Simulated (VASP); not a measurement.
# InP: cell size and functional

Aim: relax InP at several levels of theory and compare the cells. The starting structure is a measured crystal structure from the Crystallography Open Database. The first relaxation on each setting starts from this cell expanded by 3 % in volume.

Method: Kohn-Sham DFT with plane waves and PAW; PBEsol, LDA, PBE, PBEsol + D3(BJ), r2SCAN, r2SCAN + rVV10, rev-vdW-DF2 and SCAN, in VASP 6.6.1.

## 1. The structure

Symmetry: F-43m, No. 216, cubic system. Conventional cell: a = 5.869 Å, b = 5.869 Å, c = 5.869 Å, α = 90.00°, β = 90.00°, γ = 90.00°. Nearest to In lie 4 P at 2.54 Å. P has 4 In at 2.54 Å nearest. Farther neighbours are not listed.

## 2. Relaxation with PBEsol

PBEsol restores the gradient expansion of exchange and is tuned for the cells of solids. This run starts from the cell of an earlier relaxation, which isn't shown; the restart sets up the plane waves anew.

The input, INCAR:

```
SYSTEM = InP
PREC = Accurate
ENCUT = 450
EDIFF = 1E-06
NELM = 100
ISMEAR = 0
SIGMA = 0.03
LREAL = .FALSE.
ALGO = Normal
GGA = PS
NBANDS = 15
LORBIT = 11
LWAVE = .FALSE.
LCHARG = .FALSE.
KPAR = 8
IBRION = 2
NSW = 50
ISIF = 3
EDIFFG = -0.006
```

The input, POSCAR:

```
InP
1.0
    0.0000000000      2.9394256268      2.9394256268
    2.9394256268      0.0000000000      2.9394256268
    2.9394256268      2.9394256268      0.0000000000
In P
1 1
Direct
    0.0000000000      0.0000000000      0.0000000000
    0.7500000000      0.7500000000      0.7500000000
```

The input, KPOINTS:

```
Automatic mesh
0
Gamma
6 6 6
0 0 0
```

The projector-augmented-wave data sets are In_d and P (PBE family, release 64).

Launch:

```
mpirun -np 8 vasp_std
```

The program printed:

```text
[banner, memory and clock lines left out]
running    8 mpi-ranks, on    1 nodes
 distrk:  each k-point on    1 cores,    8 groups
 distr:  one band on    1 cores,    1 groups

 POSCAR found type information on POSCAR InP
 POSCAR found :  2 types and       2 ions
|                                                                             |
|           W    W    AA    RRRRR   N    N  II  N    N   GGGG   !!!           |
|           W    W   A  A   R    R  NN   N  II  NN   N  G    G  !!!           |
|           W    W  A    A  R    R  N N  N  II  N N  N  G       !!!           |
|           W WW W  AAAAAA  RRRRR   N  N N  II  N  N N  G  GGG   !            |
|           WW  WW  A    A  R   R   N   NN  II  N   NN  G    G                |
|           W    W  A    A  R    R  N    N  II  N    N   GGGG   !!!           |
|                                                                             |
|     For optimal performance we recommend to set                             |
|       NCORE = 2 up to number-of-cores-per-socket                            |
|     NCORE specifies how many cores store one orbital (NPAR=cpu/NCORE).      |
|     This setting can greatly improve the performance of VASP for DFT.       |
|     The default, NCORE=1 might be grossly inefficient on modern             |
|     multi-core architectures or massively parallel machines. Do your        |
|     Unfortunately you need to use the default for GW and RPA                |
|     calculations (for HF NCORE is supported but not extensively tested      |
|     yet).                                                                   |
|                                                                             |

|                                                                             |
|               ----> ADVICE to this user running VASP <----                  |
|                                                                             |
|     You enforced a specific xc type in the INCAR file but a different       |
|     [... a line on the potential file left out ...]
|     I HOPE YOU KNOW WHAT YOU ARE DOING!                                     |
|                                                                             |

 LDA part: xc-table for (Slater+PW92), standard interpolation
 POSCAR, INCAR and KPOINTS ok, starting setup
 FFT: planning ... GRIDC
 FFT: planning ... GRID_SOFT
 FFT: planning ... GRID
 WAVECAR not read
 entering main loop
       N       E                     dE             d eps       ncg     rms          rms(c)
DAV:   1     0.106376341551E+03    0.10638E+03   -0.79324E+03   480   0.119E+03
DAV:   2    -0.248341293897E+01   -0.10886E+03   -0.10431E+03   529   0.288E+02
DAV:   3    -0.935919266969E+01   -0.68758E+01   -0.68418E+01   606   0.749E+01
DAV:   4    -0.954150894724E+01   -0.18232E+00   -0.18226E+00   626   0.133E+01
DAV:   5    -0.954942069871E+01   -0.79118E-02   -0.79114E-02   712   0.226E+00    0.540E+00
DAV:   6    -0.917886019340E+01    0.37056E+00   -0.59695E-01   750   0.141E+01    0.318E+00
DAV:   7    -0.914478867243E+01    0.34072E-01   -0.14852E-01   717   0.357E+00    0.111E+00
DAV:   8    -0.914212892429E+01    0.26597E-02   -0.14842E-02   623   0.152E+00    0.323E-01
DAV:   9    -0.914234638226E+01   -0.21746E-03   -0.13070E-03   662   0.456E-01    0.155E-01
DAV:  10    -0.914239763496E+01   -0.51253E-04   -0.16449E-04   741   0.129E-01    0.105E-01
DAV:  11    -0.914242548659E+01   -0.27852E-04   -0.34429E-05   607   0.643E-02    0.226E-02
DAV:  12    -0.914242513025E+01    0.35635E-06   -0.65558E-06   613   0.409E-02
   1 F= -.91424251E+01 E0= -.91424251E+01  d E =-.914243E+01
 curvature:   0.00 expect dE= 0.000E+00 dE for cont linesearch  0.000E+00
 trial: gam= 0.00000 g(F)=  0.109E-47 g(S)=  0.939E-07 ort = 0.000E+00 (trialstep = 0.100E+01)
 search vector abs. value=  0.940E-07
 reached required accuracy - stopping structural energy minimisation
```

Run time: 2.6 s. Hardware: 8 MPI ranks of AMD EPYC 9R45, shared host; peak memory 1.2 GiB; 14 s of CPU time.

Lines that name or quote the potential files are left out of all logs, and their timing lines are given in words.

Parts of OUTCAR (step 2):

```text
ion  position               nearest neighbor table
   1  0.000  0.000  0.000-   2 2.55   2 2.55   2 2.55   2 2.55
   2  0.750  0.750  0.750-   1 2.55   1 2.55   1 2.55   1 2.55

  LATTYP: Found a face centered cubic cell.
 ALAT       =     5.8788512536

 Subroutine GETGRP returns: Found 24 space group operations
 (whereof 24 operations were pure point group operations)

The static configuration has the point symmetry T_d .

 Found     16 irreducible k-points:

   k-points           NKPTS =     16   k-points in BZ     NKDIM =     16   number of bands    NBANDS=     15

   dimension x,y,z NGX =    30 NGY =   30 NGZ =   30
   dimension x,y,z NGXF=    60 NGYF=   60 NGZF=   60

   ENCUT  =  450.0 eV  33.07 Ry    5.75 a.u.   7.19  7.19  7.19*2*pi/ulx,y,z

   NELECT =      18.0000    total number of electrons

 k-points in reciprocal lattice and weights: Automatic mesh
   0.00000000  0.00000000  0.00000000       0.005
   0.16666667  0.00000000  0.00000000       0.037
   0.33333333  0.00000000  0.00000000       0.037
   0.50000000  0.00000000  0.00000000       0.019
   0.16666667  0.16666667  0.00000000       0.028
   0.33333333  0.16666667  0.00000000       0.111
   0.50000000  0.16666667  0.00000000       0.111
  -0.33333333  0.16666667  0.00000000       0.111
  -0.16666667  0.16666667  0.00000000       0.056
[...]
-0.33333333  0.33333333  0.16666667       0.111
  -0.33333333  0.50000000  0.16666667       0.056

 average (electrostatic) potential at core
       1 -95.5830       2 -82.8310

 E-fermi :   5.1361

 k-point     1 :       0.0000    0.0000    0.0000
  band No.  band energies     occupation
    ...
      5      -8.9905      2.00000
      6      -6.4874      2.00000
      7       4.9995      2.00000
      8       4.9995      2.00000
      9       4.9995      2.00000
     10       5.5623      0.00000
     11       9.0103      0.00000
     12       9.0103      0.00000
     13       9.0103      0.00000
     14      13.3081      0.00000
    ...

 k-point     2 :       0.1667    0.0000    0.0000
  band No.  band energies     occupation
    ...
      5      -8.9901      2.00000
      6      -6.1756      2.00000
      7       2.7812      2.00000
      8       4.6935      2.00000
      9       4.6935      2.00000
     10       6.6852      0.00000
     11       9.3891      0.00000
     12       9.4504      0.00000
     13       9.4504      0.00000
     14      13.5445      0.00000
    ...

 k-point     3 :       0.3333    0.0000    0.0000
  band No.  band energies     occupation
    ...
      5      -8.9837      2.00000
      6      -5.3695      2.00000
      7       0.4080      2.00000
      8       4.2212      2.00000
      9       4.2212      2.00000
     10       6.5314      0.00000
     11       9.7890      0.00000
     12       9.7890      0.00000
     13      11.1320      0.00000
     14      13.6735      0.00000
    ...

  Total       -0.0011392     -0.0011392     -0.0011392     -0.0000000     -0.0000000      0.0000000
  in kB       -0.0359334     -0.0359334     -0.0359334     -0.0000000     -0.0000000      0.0000000
  external PRESSURE =      -0.0359334 kB  Pullay stress =       0.0000000 kB

  energy-cutoff  :      450.00
  volume of cell :       50.79
      direct lattice vectors                 reciprocal lattice vectors
     0.000000000  2.939425627  2.939425627    -0.170101259  0.170101259  0.170101259
     2.939425627  0.000000000  2.939425627     0.170101259 -0.170101259  0.170101259
     2.939425627  2.939425627  0.000000000     0.170101259  0.170101259 -0.170101259

 POSITION                                       TOTAL-FORCE (eV/Angst)
 -----------------------------------------------------------------------------------
      0.00000      0.00000      0.00000        -0.000000     -0.000000     -0.000000
      4.40914      4.40914      4.40914         0.000000      0.000000      0.000000
 -----------------------------------------------------------------------------------
    total drift:                               -0.000000     -0.000000     -0.000000

  FREE ENERGIE OF THE ION-ELECTRON SYSTEM (eV)
  ---------------------------------------------------
  free  energy   TOTEN  =        -9.1424251302 eV

  energy  without entropy=       -9.1424251302  energy(sigma->0) =       -9.14242513

 reached required accuracy - stopping structural energy minimisation

 total charge
# of ion       s       p       d       tot
------------------------------------------
    1        0.827   0.767   9.899  11.493
    2        1.027   1.476   0.000   2.503
--------------------------------------------------
tot          1.854   2.243   9.899  13.996

[... 3 further parts left out ...]
```

CONTCAR:

```
InP
   1.00000000000000
     0.0000000000000000    2.9394256267999999    2.9394256267999999
     2.9394256267999999    0.0000000000000000    2.9394256267999999
     2.9394256267999999    2.9394256267999999    0.0000000000000000
  In              P
     1     1
Direct
     0.0000000000000000    0.0000000000000000    0.0000000000000000
     0.7500000000000000    0.7500000000000000    0.7500000000000000
```

The PAW data sets were made with PBE, which is usual practice but a small mismatch for other functionals. The run keeps the 24 symmetry operations of its start, so it cannot find a distortion of lower symmetry.

With PBEsol the relaxed cell holds 25.397 Å³ an atom, +0.52 % against the measured cell, with a = 5.879 Å. Pressures at 0.985 and 1.015 times this volume, from two more relaxations that aren't shown, give a bulk modulus of 67.0 GPa.

## 3. Relaxation with LDA

LDA, the lowest rung, knows the local density alone. This run starts from the cell of an earlier relaxation, which isn't shown; the restart sets up the plane waves anew.

Changes to INCAR since step 2:

```diff
@@ -9,3 +9,3 @@
 ALGO = Normal
-GGA = PS
+GGA = CA
 NBANDS = 15
```

The input, POSCAR:

```
InP
1.0
    0.0000000000      2.9139892754      2.9139892754
    2.9139892754      0.0000000000      2.9139892754
    2.9139892754      2.9139892754      0.0000000000
In P
1 1
Direct
    0.0000000000      0.0000000000      0.0000000000
    0.7500000000      0.7500000000      0.7500000000
```

KPOINTS is that of step 2.

PAW data sets: In_d and P (LDA family, release 64).

Launch:

```
mpirun -np 8 vasp_std
```

The program printed:

```text
[banner, memory and clock lines left out]
running    8 mpi-ranks, on    1 nodes
[...]
[... a notice as in an earlier step ...]

 LDA part: xc-table for (Slater(with rela. corr.)+CA(PZ))
 , standard interpolation
 POSCAR, INCAR and KPOINTS ok, starting setup
[...]
entering main loop
       N       E                     dE             d eps       ncg     rms          rms(c)
DAV:   1     0.988274274253E+02    0.98827E+02   -0.77148E+03   503   0.121E+03
DAV:   2    -0.341950233712E+01   -0.10225E+03   -0.98379E+02   508   0.283E+02
DAV:   3    -0.993746903850E+01   -0.65180E+01   -0.64883E+01   634   0.750E+01
DAV:   4    -0.101006454384E+02   -0.16318E+00   -0.16314E+00   573   0.129E+01
[...]
DAV:  11    -0.965994576259E+01   -0.39801E-05   -0.31137E-05   720   0.899E-02    0.743E-02
DAV:  12    -0.965994321631E+01    0.25463E-05   -0.54890E-06   620   0.202E-02    0.128E-02
DAV:  13    -0.965994319053E+01    0.25783E-07   -0.41714E-07   373   0.366E-03
   1 F= -.96599432E+01 E0= -.96599432E+01  d E =-.965994E+01
[...]
reached required accuracy - stopping structural energy minimisation
```

Elapsed: 2.2 s, on 8 MPI ranks; peak memory 1 GiB; 11 s of CPU time.

OUTCAR, selected parts (step 3):

```text
  Total        0.0004338      0.0004338      0.0004338      0.0000000     -0.0000000      0.0000000
  in kB        0.0140429      0.0140429      0.0140429      0.0000000     -0.0000000      0.0000000
  external PRESSURE =       0.0140429 kB  Pullay stress =       0.0000000 kB

 POSITION                                       TOTAL-FORCE (eV/Angst)
 -----------------------------------------------------------------------------------
      0.00000      0.00000      0.00000         0.000000      0.000000      0.000000
      4.37098      4.37098      4.37098        -0.000000     -0.000000     -0.000000
 -----------------------------------------------------------------------------------
    total drift:                                0.000000      0.000000      0.000000

  FREE ENERGIE OF THE ION-ELECTRON SYSTEM (eV)
  ---------------------------------------------------
  free  energy   TOTEN  =        -9.6599431905 eV

  energy  without entropy=       -9.6599431905  energy(sigma->0) =       -9.65994319

[... 2 parts as in an earlier step ...]

[... 2 further parts left out ...]
[key lines of the parts left out:]
E-fermi :   5.3376
```

With LDA the relaxed cell holds 24.744 Å³ an atom, -2.07 % against the measured cell, with a = 5.828 Å. That is -2.57 % from PBEsol. Pressures at 0.985 and 1.015 times this volume, from two more relaxations that aren't shown, give a bulk modulus of 71.5 GPa.

## 4. Relaxation with PBE

PBE, the usual starting point, adds the gradient of the density. This run starts from the cell of an earlier relaxation, which isn't shown; the restart sets up the plane waves anew.

Changes to INCAR since step 3:

```diff
@@ -9,3 +9,3 @@
 ALGO = Normal
-GGA = CA
+GGA = PE
 NBANDS = 15
```

The input, POSCAR:

```
InP
1.0
    0.0000000000      2.9793467407      2.9793467407
    2.9793467407      0.0000000000      2.9793467407
    2.9793467407      2.9793467407      0.0000000000
In P
1 1
Direct
    0.0000000000      0.0000000000      0.0000000000
    0.7500000000      0.7500000000      0.7500000000
```

KPOINTS is that of step 3.

PAW data sets: In_d and P (PBE family, release 64).

Launch:

```
mpirun -np 8 vasp_std
```

The program printed:

```text
[banner, memory and clock lines left out]
running    8 mpi-ranks, on    1 nodes
[...]
[... a notice as in an earlier step ...]

 LDA part: xc-table for (Slater+PW92), standard interpolation
 POSCAR, INCAR and KPOINTS ok, starting setup
[...]
entering main loop
       N       E                     dE             d eps       ncg     rms          rms(c)
DAV:   1     0.104914684540E+03    0.10491E+03   -0.77807E+03   494   0.116E+03
DAV:   2    -0.194338307440E+01   -0.10686E+03   -0.10271E+03   529   0.283E+02
DAV:   3    -0.861078860782E+01   -0.66674E+01   -0.66295E+01   599   0.738E+01
DAV:   4    -0.879073931683E+01   -0.17995E+00   -0.17987E+00   644   0.136E+01
[...]
DAV:  11    -0.839521317640E+01   -0.70505E-04   -0.66119E-05   543   0.623E-02    0.152E-02
DAV:  12    -0.839521883271E+01   -0.56563E-05   -0.16826E-05   627   0.596E-02    0.158E-02
DAV:  13    -0.839521915741E+01   -0.32470E-06   -0.96435E-07   408   0.719E-03
   1 F= -.83952192E+01 E0= -.83952192E+01  d E =-.839522E+01
[...]
reached required accuracy - stopping structural energy minimisation
```

It took 2.6 s on 8 MPI ranks; peak memory 1.2 GiB; 14 s of CPU time.

From OUTCAR (step 4):

```text
  Total       -0.0033062     -0.0033062     -0.0033062     -0.0000000     -0.0000000      0.0000000
  in kB       -0.1001502     -0.1001502     -0.1001502     -0.0000000     -0.0000000      0.0000000
  external PRESSURE =      -0.1001502 kB  Pullay stress =       0.0000000 kB

 POSITION                                       TOTAL-FORCE (eV/Angst)
 -----------------------------------------------------------------------------------
      0.00000      0.00000      0.00000         0.000000      0.000000     -0.000000
      4.46902      4.46902      4.46902        -0.000000     -0.000000      0.000000
 -----------------------------------------------------------------------------------
    total drift:                                0.000000      0.000000      0.000000

  FREE ENERGIE OF THE ION-ELECTRON SYSTEM (eV)
  ---------------------------------------------------
  free  energy   TOTEN  =        -8.3952191574 eV

  energy  without entropy=       -8.3952191574  energy(sigma->0) =       -8.39521916

[... 2 parts as in an earlier step ...]

[... 2 further parts left out ...]
[key lines of the parts left out:]
E-fermi :   4.8502
```

With PBE the relaxed cell holds 26.446 Å³ an atom, +4.67 % against the measured cell, with a = 5.959 Å. That is +4.13 % from PBEsol. Pressures at 0.985 and 1.015 times this volume, from two more relaxations that aren't shown, give a bulk modulus of 59.7 GPa.

## 5. Relaxation with PBEsol + D3(BJ)

D3 with Becke-Johnson damping keeps a finite attraction at short range. This run starts from the cell of an earlier relaxation, which isn't shown; the restart sets up the plane waves anew.

Changes to INCAR since step 4:

```diff
@@ -9,3 +9,4 @@
 ALGO = Normal
-GGA = PE
+GGA = PS
+IVDW = 12
 NBANDS = 15
```

The input, POSCAR:

```
InP
1.0
    0.0000000000      2.9123612476      2.9123612476
    2.9123612476      0.0000000000      2.9123612476
    2.9123612476      2.9123612476      0.0000000000
In P
1 1
Direct
    0.0000000000      0.0000000000      0.0000000000
    0.7500000000      0.7500000000      0.7500000000
```

KPOINTS is that of step 4.

Launch:

```
mpirun -np 8 vasp_std
```

The program printed:

```text
[banner, memory and clock lines left out]
running    8 mpi-ranks, on    1 nodes
[...]
[... a notice as in an earlier step ...]

 [... a notice as in an earlier step ...]

 LDA part: xc-table for (Slater+PW92), standard interpolation
 POSCAR, INCAR and KPOINTS ok, starting setup
[...]
entering main loop
       N       E                     dE             d eps       ncg     rms          rms(c)
DAV:   1     0.107929420290E+03    0.10793E+03   -0.77009E+03   487   0.119E+03
DAV:   2    -0.257774361840E+01   -0.11051E+03   -0.10688E+03   529   0.300E+02
DAV:   3    -0.937527658976E+01   -0.67975E+01   -0.67713E+01   627   0.763E+01
DAV:   4    -0.954775039740E+01   -0.17247E+00   -0.17244E+00   611   0.130E+01
[...]
DAV:  10    -0.913384570951E+01   -0.53222E-04   -0.17491E-04   747   0.152E-01    0.109E-01
DAV:  11    -0.913387211267E+01   -0.26403E-04   -0.45646E-05   566   0.813E-02    0.420E-02
DAV:  12    -0.913387127923E+01    0.83344E-06   -0.63108E-06   634   0.318E-02
   1 F= -.97420173E+01 E0= -.97420173E+01  d E =-.974202E+01
[...]
reached required accuracy - stopping structural energy minimisation
```

The job ended after 2.2 s (8 MPI ranks; peak memory 1.1 GiB; 12 s of CPU time).

Parts of OUTCAR (step 5):

```text
 Edisp (eV)   -0.60815

  Total       0.00063     0.00063     0.00063     0.00000     0.00000     0.00000
  in kB       0.02031     0.02031     0.02031     0.00000     0.00000     0.00000
  external pressure =        0.02 kB  Pullay stress =        0.00 kB

 POSITION                                       TOTAL-FORCE (eV/Angst)
 -----------------------------------------------------------------------------------
      0.00000      0.00000      0.00000         0.000000      0.000000      0.000000
      4.36854      4.36854      4.36854        -0.000000     -0.000000     -0.000000
 -----------------------------------------------------------------------------------
    total drift:                               -0.000000     -0.000000      0.000000

  FREE ENERGIE OF THE ION-ELECTRON SYSTEM (eV)
  ---------------------------------------------------
  free  energy   TOTEN  =        -9.7420172882 eV

  energy  without entropy=       -9.7420172882  energy(sigma->0) =       -9.74201729

[... 2 parts as in an earlier step ...]

[... 2 further parts left out ...]
[key lines of the parts left out:]
E-fermi :   5.4671
```

With PBEsol + D3(BJ) the relaxed cell holds 24.702 Å³ an atom, -2.23 % against the measured cell, with a = 5.825 Å. That is -2.74 % from PBEsol. Pressures at 0.985 and 1.015 times this volume, from two more relaxations that aren't shown, give a bulk modulus of 72.0 GPa.

[end of part 1 of 2]

[Lines on the potential files, build, host, timing and source positions are cut from VASP's logs without a mark.]

[Logs are printed without paths, hosts, clocks, repeated set-up lines and the standing remarks that a program may print on its own settings, such as how far it seeks lower states.]

[Hosts, paths, dates, database ids (printed as entryN), source tags and the programs' standing remarks are cut or masked in the printed files.]
